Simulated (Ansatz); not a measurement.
## Convergence of CuO with the smearing width on a coarse mesh

Method: DFT r2SCAN, scalar-relativistic, plane waves, PAW (Ansatz).

```cif
data_structure
_symmetry_space_group_name_H-M 'P 1'
_symmetry_Int_Tables_number 1
_cell_length_a 2.9329
_cell_length_b 2.9329
_cell_length_c 5.1559
_cell_angle_alpha 90.000
_cell_angle_beta 90.000
_cell_angle_gamma 94.493
_cell_volume 44.21
loop_
_atom_site_label
_atom_site_type_symbol
_atom_site_fract_x
_atom_site_fract_y
_atom_site_fract_z
_atom_site_occupancy
Cu1 Cu 0.00000 0.50000 0.00000 1
Cu2 Cu 0.50000 0.00000 0.50000 1
O1 O 0.50000 0.50000 0.25000 1
O2 O 0.50000 0.50000 0.75000 1
```

The plane-wave cutoff is 500 eV. The Γ-centred k-mesh is 7×7×4 and the list of starting moments (μB, in atom order) is 0.69 0.69 0.36 0.36. The check for lower electronic states after the SCF is asked for but not made.

The atoms stay fixed while the smearing width on a coarse mesh is varied. ΔE is the energy extrapolated to zero smearing, less that of the reference run (14×14×8 Γ-centred mesh, Gaussian smearing 0.1 eV). The cell isn't necessarily relaxed at this level. Pressure is positive in compression.

```tsv
rule, width (eV)	ΔE (meV/atom)	ΔF, free energy (meV/atom)	P (GPa)	cell moment (μB)
Gaussian 0.01	-0.31	0.07	-4.09	1.88
Gaussian 0.05	-0.27	0.02	-4.10	1.88
Gaussian 0.1	-0.23	-0.29	-4.10	1.88
Gaussian 0.2	0.08	-1.76	-4.12	1.84
Gaussian 0.4	1.95	-9.84	-4.19	1.66
```

This form isn't the usual stable structure of the compound.

Cost: 5 runs of about 4.7 core-minutes in all, on Intel Xeon Processor @ 2.50GHz (Skylake/Cascade Lake) (shared hosts).